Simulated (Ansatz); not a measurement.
Eu2O3:

```
Eu O
1.0
     3.78830    0.00000    0.00000
    -1.89415    3.28076    0.00000
     0.00000    0.00000    5.82084
Eu O
2 3
Direct
  0.33333 0.66667 0.24244
  0.66667 0.33333 0.75756
  0.33333 0.66667 0.65110
  0.66667 0.33333 0.34890
  0.00000 0.00000 0.00000
```

Measurements of this composition are mostly on another form, of space group No. 206.

Base run:

* Program: Ansatz 0.2.0
* Functional: PBEsol
* Potentials or basis: all-electron LAPW, scalar-relativistic
* Cutoff: 343 eV
* Density cutoff: 1373 eV
* Basis error allowed: 0.002 eV/atom
* k mesh: 8 × 8 × 5
* Occupations: fermi-dirac, width 0.05 eV
* Spin: collinear spin, ferromagnetic start
* Starting moments: [7.0, 7.0, 0.0, 0.0, 0.0] μB

Its results: pressure -4.6 GPa; net moment 12.00 μB per cell; site moments Eu +6.16; O -0.15, -0.20 μB; largest force 0.255 eV/Å.

Question: The run is repeated on the same cell with these changes: functional from PBEsol to LDA. What comes out?

Answer: Pressure -9.0 GPa; net moment 12.00 μB per cell; site moments Eu +6.15; O -0.14, -0.20 μB; largest force 0.365 eV/Å.

LDA binds more tightly than PBEsol, so the same cell stands under less pressure.

Caveats: an open f shell can end in a state above the lowest.

Not every run made on this cell is shown here.
